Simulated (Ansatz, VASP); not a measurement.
# NbH2: VASP beside Ansatz

Contents of POSCAR:

```
NbH2
1.0
    0.0000000000      2.2815000000      2.2815000000
    2.2815000000      0.0000000000      2.2815000000
    2.2815000000      2.2815000000      0.0000000000
Nb H
1 2
Direct
    0.0000000000      0.0000000000      0.0000000000
    0.2500000000      0.2500000000      0.2500000000
    0.7500000000      0.7500000000      0.7500000000
```

INCAR.step1

```
SYSTEM = NbH2
ALGO = Normal
EDIFF = 1E-4
ENCUT = 520
GGA = PE
ISMEAR = 0
LASPH = .TRUE.
LCHARG = .FALSE.
LREAL = .FALSE.
LWAVE = .TRUE.
NBANDS = 14
NELM = 100
PREC = Accurate
SIGMA = 0.1
```

The input INCAR.step2:

```
SYSTEM = NbH2
ALGO = Normal
EDIFF = 1E-6
ENCUT = 520
ISIF = 2
ISMEAR = 0
ISTART = 1
LASPH = .TRUE.
LCHARG = .FALSE.
LMIXTAU = .TRUE.
LREAL = .FALSE.
LWAVE = .FALSE.
METAGGA = R2SCAN
NBANDS = 14
NELM = 100
PREC = Accurate
SIGMA = 0.1
```

Contents of KPOINTS:

```
k-points
0
G
  6 6 6
  0 0 0
```

Input for Ansatz:

```yaml
crystal:
  lattice:
    - [0.0, 2.2815, 2.2815]
    - [2.2815, 0.0, 2.2815]
    - [2.2815, 2.2815, 0.0]
  atoms:
    - { symbol: Nb, position: [0.0, 0.0, 0.0] }
    - { symbol: H, position: [0.25, 0.25, 0.25] }
    - { symbol: H, position: [0.75, 0.75, 0.75] }
basis:
  ecutwfc: 500
kpoints:
  mp_grid: { grid: [6, 6, 6] }
hamiltonian:
  xc: r2scan
scf:
  occupations: { method: gaussian, width: 0.1 }
output:
  forces: true
  stress: true
  eigenvalues: true
```

Alike in both runs: task single point; functional r2SCAN; k mesh 6 × 6 × 6; occupations gaussian, width 0.1 eV; no spin polarisation.

|  | VASP | Ansatz |
| --- | --- | --- |
| version | VASP 6.6.1 | Ansatz 0.2.0 |
| potentials or method | VASP PAW PBE potentials, release 64 (Nb_sv, H) | scalar-relativistic, plane waves, PAW |
| plane-wave cutoff (eV) | 520 | 500 |
| valence electrons in the cell | 15 | 15 |

|  | VASP | Ansatz | Ansatz less VASP |
| --- | --- | --- | --- |
| gap on the k mesh at the Fermi level (eV) | none | none | - |
| pressure (GPa) | -2.5 | -2.2 | +0.30 |

A gap of «none» marks a metal or a gap that the smearing closes.

Caveats: the k mesh is coarse (spacing up to 0.40 Å⁻¹), so the values aren't converged; the PAW data sets were made with another functional, which shifts forces and pressure a little (VASP).
